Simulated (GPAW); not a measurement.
Al2Ru:

```xyz
3
Lattice="-1.5604 1.5604 4.2218 1.5604 -1.5604 4.2218 1.5604 1.5604 -4.2218" Properties=species:S:1:pos:R:3 pbc="T T T"
Ru    0.0000    0.0000    0.0000
Al    0.0000    0.0000    2.8776
Al    0.0000    0.0000    5.5660
```

The cell comes from a database or a generator and needn't be the stable form of this composition.

Base run:

- Program: GPAW 26.7.0
- Functional: PBEsol
- Potentials or basis: PAW data sets generated in the run's folder for this functional
- Cutoff: 600 eV
- Basis: pw
- k mesh: 8 × 8 × 8
- Occupations: fermi-dirac, width 0.05 eV
- Spin: no spin polarisation

Its results: pressure 0.3 GPa; largest force 0.026 eV/Å.

Question: The run is repeated on the same cell with these changes: functional from PBEsol to LDA; potentials or basis from PAW data sets generated in the run's folder for this functional to the program's PAW data sets (release 1.2.1) made for this functional. What comes out?

Answer: Pressure -4.0 GPa; largest force 0.120 eV/Å.

Not every run made on this cell is shown here.
